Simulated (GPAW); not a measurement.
Write an ASE script for GPAW 26.7.0 that does the following.

```yaml
Task: dielectric tensor
Functional: RPBE
Potentials_or_basis: the program's PAW data sets (release 1.2.1) made for this functional
Cutoff: 450 eV
Basis: pw
k_mesh: 6 × 6 × 6
Occupations: fermi-dirac, width 0.001 eV
Spin: no spin polarisation
Response_ecut: 80 eV
Maxiter: 150
Response_k_mesh: 18 × 18 × 18
Response_bands: 29
Kernels: "[\"RPA\"]"
Coarser_k_mesh: 18 × 18 × 18
```

The structure of CdTe lies in CdTe.xyz:

```xyz
2
Lattice="0.0000000000 3.2050000000 3.2050000000 3.2050000000 0.0000000000 3.2050000000 3.2050000000 3.2050000000 0.0000000000" Properties=species:S:1:pos:R:3 pbc="T T T"
Te     4.8075000000      4.8075000000      4.8075000000
Cd     0.0000000000      0.0000000000      0.0000000000
```

These files were run (other wordings do the same):

run.py

```python
import numpy as np
from ase.dft.bandgap import bandgap
from ase.io import read, write
from gpaw import GPAW, PW
from gpaw.response.df import DielectricFunction

atoms = read('CdTe.xyz')

calc = GPAW(mode=PW(450),
            xc='RPBE',
            kpts={'size': (6, 6, 6), 'gamma': True},
            occupations={'name': 'fermi-dirac', 'width': 0.001},
            nbands=18,
            convergence={'density': 1e-06},
            maxiter=150,
            txt='gpaw.txt')
atoms.calc = calc
energy = atoms.get_potential_energy()
calc.write('gs.gpw')
write('result.traj', atoms)
print(f'Energy: {energy:.6f} eV')
print('Fermi level:', round(calc.get_fermi_level(), 4), 'eV')
print(f'Gap: {bandgap(calc)[0]:.4f} eV, direct: {bandgap(calc, direct=True)[0]:.4f} eV')

for size in [(18, 18, 18)]:
    name = 'x'.join(str(n) for n in size)
    dense = calc.fixed_density(kpts={'size': size, 'gamma': True},
                               nbands=35, convergence={'bands': 29, 'eigenstates': 1e-7},
                               update_fermi_level=True, txt=f'dense-{name}.txt')
    dense.write(f'{name}.gpw', mode='all')
    df = DielectricFunction(f'{name}.gpw', frequencies=np.array([0.0]), hilbert=False, eta=0.001,
                            ecut=80, nbands=29, intraband=False, txt=f'df-{name}.txt')
    for xc in ['RPA']:
        for direction in ['x', 'y', 'z', [0, 1, 1], [1, 0, 1], [1, 1, 0]]:
            e0, e = df.get_macroscopic_dielectric_constant(xc=xc, direction=direction)
            print(f'{name} {xc} {direction}: {e0:.4f} without, {e:.4f} with local fields')
```

Potentials or basis: the program's PAW data sets (release 1.2.1) made for this functional, pw.

The run is started by

```sh
$ OMP_NUM_THREADS=1 python run.py
```

Results of the run:

```json
{"Band gap on the k mesh": "1.02 eV, direct", "Electronic dielectric tensor (diagonal)": "7.38"}
```

Caveat: the long-wavelength limit can be off by several per cent where d states take part; spin-orbit coupling is left out, which moves the levels of the heavy elements.

It took 8.1 min on 1 thread of Intel(R) Xeon(R) Processor @ 2.50GHz (Skylake/Cascade Lake), with other jobs on the host, peak memory 0.52 GiB.
